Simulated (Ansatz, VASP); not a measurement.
Sc: VASP beside Ansatz

```xyz
1
Lattice="-1.9548 1.9548 1.7513 1.9548 -1.9548 1.7513 1.9548 1.9548 -1.7513" Properties=species:S:1:pos:R:3 pbc="T T T"
Sc    0.0000    0.0000    0.0000
```

Change from the starting cell: volume scaled by 1.06.

Alike in both runs: task single point; functional PBE; k mesh 10 × 10 × 10; occupations fermi-dirac, width 0.05 eV; no spin polarisation.

|  | VASP | Ansatz |
| --- | --- | --- |
| version | VASP 6.6.1 | Ansatz 0.2.0 |
| potentials or method | VASP PAW PBE potentials, release 64 (Sc_sv) | Ansatz PAW |
| plane-wave cutoff (eV) | 520 | 420 |
| valence electrons in the cell | 11 | 11 |

```csv
,VASP,Ansatz,Ansatz less VASP
gap on the k mesh at the Fermi level (eV),none,none,-
pressure (GPa),-3.4,-3.4,-0.02
largest component of the traceless stress (GPa),0.67,0.67,+0.005
```

A gap of «none» marks a metal or a gap that the smearing closes.
